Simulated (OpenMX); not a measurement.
Crystal: BAs.

```
B As
1.0
     2.12755    0.00000    0.00000
     0.00000    3.17406    0.00000
     0.00000    0.00000    4.95098
B As
1 1
Direct
  0.00000 0.50000 0.00000
  0.50000 0.50000 0.50000
```

The cell was built by a generator and needn't be a form met in nature.

Base run:

| Item | Value |
| --- | --- |
| Program | OpenMX 3.8.5 |
| Functional | PBE |
| Potentials or basis | OpenMX 2013 PBE set, B7.0-s2p2d1, As7.0-s3p2d2, grid cutoff 500 Ry |
| k mesh | 9 × 7 × 5 |
| Occupations | fermi-dirac, width 0.05 eV |
| Spin | no spin polarisation |

Its results: band gap on the k mesh none (metal or under the smearing width); pressure 7.9 GPa.

Question: The run is repeated on the same cell with these changes: dispersion from none to D3. What comes out?

Answer: Band gap on the k mesh none (metal or under the smearing width); pressure 6.6 GPa.

Dispersion adds attraction, which lowers the pressure at fixed volume and, as a term added to the energy, leaves the levels alone.

Caveats: the basis of atomic orbitals isn't converged, which shifts pressures, moduli and gaps; this functional lacks dispersion, which binds the layers, so the pressure and a relaxed spacing across them are unreliable (some runs).
